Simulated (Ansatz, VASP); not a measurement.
# ScAl3: VASP beside Ansatz

File INCAR:

```
SYSTEM = ScAl3
  PREC = Accurate
  ENCUT = 520
  EDIFF = 1E-6
  ISMEAR = 0
  SIGMA = 0.15
  LREAL = .False.
  LASPH = .True.
  NELM = 60
  ALGO = Fast
  ISIF = 2
  LWAVE = .False.
  LCHARG = .True.
  GGA = PE
  LELF = .True.
  LVHAR = .True.
  NBANDS = 18
```

Contents of KPOINTS:

```
regular mesh
0
Gamma
  12 12 12
  0 0 0
```

Contents of POSCAR:

```
ScAl3
1.0
    3.9411173721      0.0000000000      0.0000000000
    0.0000000000      3.9411173721      0.0000000000
    0.0000000000      0.0000000000      4.2695438197
Sc Al
1 3
Direct
    0.0000000000      0.0000000000      0.0000000000
    0.5000000000      0.0000000000      0.5000000000
    0.0000000000      0.5000000000      0.5000000000
    0.5000000000      0.5000000000      0.0000000000
```

Input for Ansatz:

```yaml
crystal:
  lattice:
    - [3.9411173721, 0.0, 0.0]
    - [0.0, 3.9411173721, 0.0]
    - [0.0, 0.0, 4.2695438197]
  atoms:
    - { symbol: Sc, position: [0.0, 0.0, 0.0] }
    - { symbol: Al, position: [0.5, 0.0, 0.5] }
    - { symbol: Al, position: [0.0, 0.5, 0.5] }
    - { symbol: Al, position: [0.5, 0.5, 0.0] }
basis:
  ecutwfc: 420
kpoints:
  mp_grid: { grid: [12, 12, 12] }
hamiltonian:
  xc: pbe
scf:
  occupations: { method: gaussian, width: 0.15 }
output:
  forces: true
  stress: true
  eigenvalues: true
```

Change from the starting cell: strain -0.040 along x and y, +0.040 along z, atoms carried along.

Alike in both runs: task single point; functional PBE; k mesh 12 × 12 × 12; occupations gaussian, width 0.15 eV; no spin polarisation.

|  | VASP | Ansatz |
| --- | --- | --- |
| version | VASP 6.6.1 | Ansatz 0.2.0 |
| potentials or method | VASP PAW PBE potentials, release 64 (Sc_sv, Al) | scalar-relativistic, plane waves, PAW |
| plane-wave cutoff (eV) | 520 | 420 |
| valence electrons in the cell | 20 | 20 |

```tsv
	VASP	Ansatz	Ansatz less VASP
gap on the k mesh at the Fermi level (eV)	none	none	-
pressure (GPa)	4.5	4.5	+0.05
largest component of the traceless stress (GPa)	8.62	8.60	-0.017
```

A gap of «none» marks a metal or a gap that the smearing closes.
